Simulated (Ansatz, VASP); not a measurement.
# One calculation of Fe, two programs

File INCAR:

```
ALGO = Normal
EDIFF = 1E-6
ENCUT = 520
GGA = PE
ISIF = 2
ISMEAR = -1
LASPH = T
LCHARG = T
LELF = T
LREAL = F
LVHAR = T
LWAVE = F
NBANDS = 15
NELM = 60
PREC = Accurate
SIGMA = 0.08
```

KPOINTS

```
k-points
0
Gamma
  17 17 10
```

File POSCAR:

```
Fe
1.0
    2.4012595311      0.0000000000      0.0000000000
   -1.2006297656      2.0795517550      0.0000000000
    0.0000000000      0.0000000000      3.7900100715
Fe
2
Direct
    0.3333333333      0.6666666667      0.2500000000
    0.6666666667      0.3333333333      0.7500000000
```

Input for Ansatz:

```yaml
crystal:
  lattice:
    - [2.4012595311, 0.0, 0.0]
    - [-1.2006297656, 2.079551755, 0.0]
    - [0.0, 0.0, 3.7900100715]
  atoms:
    - { symbol: Fe, position: [0.3333333333, 0.6666666667, 0.25] }
    - { symbol: Fe, position: [0.6666666667, 0.3333333333, 0.75] }
kpoints:
  mp_grid: { grid: [17, 17, 10] }
  band_path:
    path:
      - [0.0, 0.0, 0.0]
      - [0.5, 0.0, 0.0]
      - [0.3333333333, 0.3333333333, 0.0]
      - [0.0, 0.0, 0.0]
      - [0.0, 0.0, 0.5]
      - [0.5, 0.0, 0.5]
      - [0.3333333333, 0.3333333333, 0.5]
      - [0.0, 0.0, 0.5]
      - [0.5, 0.0, 0.5]
    npoints: 5
scf:
  occupations: { method: fermi_dirac, width: 0.08 }
hamiltonian:
  xc: pbe
  pseudopotentials: { kind: all_electron, lapw: { basis_error: 0.00025 } }
output:
  forces: true
  stress: true
  eigenvalues: true
```

Change from the starting cell: volume scaled by 0.96.

Alike in both runs: task single point; functional PBE; k mesh 17 × 17 × 10; occupations fermi-dirac, width 0.08 eV; no spin polarisation.

|  | VASP | Ansatz |
| --- | --- | --- |
| version | VASP 6.6.1 | Ansatz 0.2.0 |
| potentials or method | VASP PAW PBE potentials, release 64 (Fe) | all-electron LAPW, scalar-relativistic |
| plane-wave cutoff (eV) | 520 | see its input |

Ansatz gave:

```
pressure (GPa)                                  : 25.9
largest component of the traceless stress (GPa) : 1.35
```

Question: Which values does VASP return?

Answer: Pressure (GPa): 25.1; largest component of the traceless stress (GPa): 1.20.

Ansatz ran all-electron here, so the differences hold the error of VASP's frozen core and of both bases.

Caveats: so large a pressure means that the cell lies far from this level's equilibrium, or that cutoff or potentials fall short (VASP); the run has no spin polarisation, though such a crystal can be magnetic. Spin polarisation is off, so any magnetic state and its effect on volume and gap are missing.
